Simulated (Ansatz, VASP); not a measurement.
## TePb in VASP and in Ansatz

```
CELL_PARAMETERS angstrom
0.00000 3.23100 3.23100
3.23100 0.00000 3.23100
3.23100 3.23100 0.00000
ATOMIC_POSITIONS crystal
Pb 0.00000 0.00000 0.00000
Te 0.50000 0.50000 0.50000
```

Alike in both runs: task relaxation of cell and atoms; functional RPBE; dispersion D3(BJ); k mesh 7 × 7 × 7; occupations fermi-dirac, width 0.05 eV; no spin polarisation.

|  | VASP | Ansatz |
| --- | --- | --- |
| version | VASP 6.6.1 | Ansatz 0.2.0 |
| potentials or method | VASP PAW PBE potentials, release 64 (Pb_d, Te) | Ansatz PAW |
| plane-wave cutoff (eV) | 600 | 420 |
| valence electrons in the cell | 20 | 30 |

Ansatz gave:

```
gap on the k mesh at the Fermi level, each at its own relaxed structure (eV) : 0.66
relaxed volume (Å³/atom)                                                     : 26.98
relaxed cell length with the largest relative difference (Å)                 : 4.242
energy change over the relaxation (meV/atom)                                 : -272
```

Question: Estimate VASP's values.

Answer: gap on the k mesh at the Fermi level, each at its own relaxed structure (eV): 0.66; relaxed volume (Å³/atom): 26.96; relaxed cell length with the largest relative difference (Å): 4.241; energy change over the relaxation (meV/atom): -273.

The two sets of potentials don't hold the same shells in valence.

Caveats: the volume moved by over 15 % at a fixed basis, so the end points are rough; the PAW data sets were made with another functional, which shifts forces and pressure a little (VASP); the plane-wave basis is chosen anew once the cell has moved, so the energies of steps on either side of that aren't comparable (Ansatz); the PAW data sets come from PBE, with cores solved anew for the run's functional, which leaves a small shift of forces and pressure (Ansatz). Spin-orbit coupling is left out, which matters for the levels of Pb, Te.
